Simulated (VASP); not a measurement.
The system is Si.

```
Si
1.0
     4.12095    0.00000    0.00000
    -2.06047    3.56885    0.00000
     0.00000    0.00000    2.65479
Si
2
Direct
  0.33333 0.66667 0.50000
  0.66667 0.33333 0.50000
```

The cell was built by a generator and needn't be a form met in nature.

Base run:

```yaml
Program: VASP 6.6.1
Functional: AM05
Potentials_or_basis: VASP PAW PBE potentials, release 64 (Si)
Cutoff: 520 eV
k_mesh: 8 × 8 × 10
Occupations: fermi-dirac, width 0.05 eV
Spin: no spin polarisation
```

Its results: pressure -2.1 GPa.

Task: The run is repeated on the same cell with these changes: functional from AM05 to PW91; further incar settings from ALGO = Normal; EDIFF = 1e-07 to ALGO = Normal; EDIFF = 1e-06; NBANDS = 11. What comes out?

Result: Pressure 0.2 GPa.

Caveats: the PAW data sets were made with another functional, which shifts forces and pressure a little.
